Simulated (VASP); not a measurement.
Runs of VASP 6.6.1 on SnO2 (Cassiterite). Symmetry: P4_2/mnm, No. 136, tetragonal system. Conventional cell: a = 4.738 Å, b = 4.738 Å, c = 3.187 Å, α = 90.00°, β = 90.00°, γ = 90.00°. Around Sn (site symmetry mmm) lie 6 O at 2.05 to 2.06 Å. Around O (site symmetry m2m) lie 3 Sn at 2.05 to 2.06 Å. 

| level | k mesh | smearing | gap on the mesh (eV) | pressure (GPa) | relaxed volume (Å³/atom) | largest force (eV/Å) |
| --- | --- | --- | --- | --- | --- | --- |
| vdW-DF-cx | 6 × 6 × 8 | fermi-dirac 0.05 eV | (c) | 0.1 | 12.26 | 0.01 |
| vdW-DF2 | 6 × 6 × 8 | fermi-dirac 0.05 eV | (b) | 0.0 | 13.22 | - |
| rev-vdW-DF2 | 6 × 6 × 8 | fermi-dirac 0.05 eV | 0.77 | 0.1 | 12.39 | 0.01 |
| optB86b-vdW | 6 × 6 × 8 | fermi-dirac 0.05 eV | 0.82 | 0.1 | 12.36 | - |
| r2SCAN | 5 × 5 × 6 | gaussian 0.05 eV | (a) | 0.0 | 12.13 | 0.01 |

Alike in all rows: task relaxation of cell and atoms; potentials or basis VASP PAW PBE potentials, release 64 (Sn_d, O); no spin polarisation; cell relaxed; cutoff (eV) 600.

Fill in the values left out.

(a) 1.74; (b) 0.14; (c) 0.90.

Caveats: the PAW data sets were made with another functional, which shifts forces and pressure a little; spin-orbit coupling is left out, which moves the levels of the heavy elements; the volume moved by +11 % from the deposited cell, more than functionals usually miss (some runs).

A k mesh can miss the band edges, and the runs leave out spin-orbit coupling on Sn.
